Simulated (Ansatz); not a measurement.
# TiSe2: the cost of one run

Computed with the Python package of Ansatz 0.2.0. Level of theory: DFT PBEsol, plane waves, PAW.

A COD entry behind a cell of this session may itself be a prediction, so a difference from it is no test against experiment.

**1. Starting point**

Symmetry: P-3m1, No. 164, trigonal system. The conventional cell has a = 3.536 Å, b = 3.536 Å, c = 6.004 Å, α = 90.00°, β = 90.00°, γ = 120.00°. Around Ti (site symmetry -3m) lie 6 Se at 2.55 Å. Around Se (site symmetry 3m) lie 3 Ti at 2.55 Å.

Input file tise2.cif:

```cif
data_TiSe2
_cell_length_a 3.536000
_cell_length_b 3.536000
_cell_length_c 6.004000
_cell_angle_alpha 90.00000
_cell_angle_beta 90.00000
_cell_angle_gamma 120.00000
_symmetry_space_group_name_H-M 'P 1'
_symmetry_Int_Tables_number 1
loop_
_symmetry_equiv_pos_as_xyz
'x, y, z'
loop_
_atom_site_label
_atom_site_type_symbol
_atom_site_fract_x
_atom_site_fract_y
_atom_site_fract_z
Ti1 Ti    0.000000    0.000000    0.000000
Se2 Se    0.333333    0.666667    0.255200
Se3 Se    0.666667    0.333333    0.744800
```

**2. The code**

Input file tise2.py:

```python
# -*- coding: utf-8 -*-
import ansatz as az
from ase.io import read
import matplotlib.pyplot as plt

atoms = read("tise2.cif")
xtal = az.Crystal.from_ase(atoms)

base = xtal.calculation()
base = base.kpoints(12, 12, 4, center="gamma")
base = base.functional("PBEsol")
base = base.occupations("gaussian", width=0.01)

rows = []
for value in [300, 350, 400, 450, 500, 550]:
    r = base.basis(value).run().report
    rows.append((value, r["free_energy_ev"] / len(r["lattice"]["sites"]), r["n_iterations"], r["n_pw"]))

print(" cutoff (eV)   F/atom (eV)    iterations   plane waves")
for row in rows:
    print(f"{str(row[0]):>12s}  {row[1]:12.5f}  {row[2]:12d}  {row[3]:12d}")

for row in rows[:-1]:
    shift = 1000 * (row[1] - rows[-1][1])
    print(f"{row[0]}: {shift:+.2f} meV/atom" + ("  (within 1 meV)" if abs(shift) < 1 else ""))
plt.figure(figsize=(4.5, 3))
plt.plot([str(row[0]) for row in rows], [1000 * (row[1] - rows[-1][1]) for row in rows], "o-")
plt.xlabel("cutoff (eV)")
plt.ylabel("F - F(last) (meV/atom)")
plt.tight_layout()
plt.savefig("ecut.png", dpi=100)
```

**3. The input behind the calls**

The engine receives this input (first run):

```yaml
crystal:
  lattice:
    - [3.536, 0.0, 0.0]
    - [-1.7679999999999991, 3.062265827781775, 0.0]
    - [0.0, 0.0, 6.004]
  atoms:
    - { symbol: Ti, position: [0.0, 0.0, 0.0] }
    - { symbol: Se, position: [0.333333, 0.666667, 0.2552] }
    - { symbol: Se, position: [0.666667, 0.3333329999999999, 0.7447999999999999] }
basis:
  ecutwfc: 300.0
kpoints:
  mp_grid:
    grid: [12, 12, 4]
    shift: [0.0, 0.0, 0.0]
hamiltonian:
  xc: pbesol
scf:
  occupations:
    method: gaussian
    width: 0.01
```

**4. The run**

On the command line:

```console
$ python tise2.py
```

Q: Estimate wall time and peak memory on 1 thread of Arm Neoverse V1, shared host.

About 35 s, with a peak of 0.57 GiB.
